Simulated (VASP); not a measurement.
Crystal: Te.

```
Te
1.0
     4.44693    0.00000    0.00000
    -2.22347    3.85115    0.00000
     0.00000    0.00000    5.91492
Te
3
Cartesian
  1.6254 2.8152 2.9575
  -0.5981 1.0360 4.9291
  1.1962 0.0000 0.9858
```

| Property | Result |
| --- | --- |
| Program | VASP 6.6.1 |
| Task | single point |
| Functional | PBE |
| Potentials or basis | VASP PAW PBE potentials, release 64 (Te) |
| Cutoff | 520 eV |
| k mesh | 7 × 7 × 5 |
| Occupations | fermi-dirac, width 0.05 eV |
| Spin | no spin polarisation |

On this cell: pressure 1.7 GPa; largest force 0.185 eV/Å; band gap on the k mesh 0.63 eV, indirect (least direct gap 0.79 eV).

The same run follows on a disturbed copy (atoms moved at random, drawn with an rms of 0.05 Å):

```
CELL_PARAMETERS angstrom
4.44693 0.00000 0.00000
-2.22347 3.85115 0.00000
0.00000 0.00000 5.91492
ATOMIC_POSITIONS crystal
Te 0.73151 0.72765 0.50309
Te 0.98345 0.24604 0.83309
Te 0.26909 0.00057 0.17046
```

Problem. What does the disturbed cell give?

Solution. The energy moves by +8.6 meV/atom; pressure 2.3 GPa; largest force 0.509 eV/Å; band gap on the k mesh 0.61 eV, indirect (least direct gap 0.69 eV).

Forces in eV/Å, atoms in the order of the input:
```
Te  -0.156 -0.346 -0.139
Te  -0.042  0.465  0.201
Te   0.199 -0.119 -0.063
```

Stress tensor (GPa, compression positive):
```
 1.62 -0.03 -0.03
-0.03  2.44  0.70
-0.03  0.70  2.79
```

Caveats: spin-orbit coupling is left out, which moves the levels of the heavy elements; an odd mesh through Γ misses points on the zone boundary, where band edges often lie.
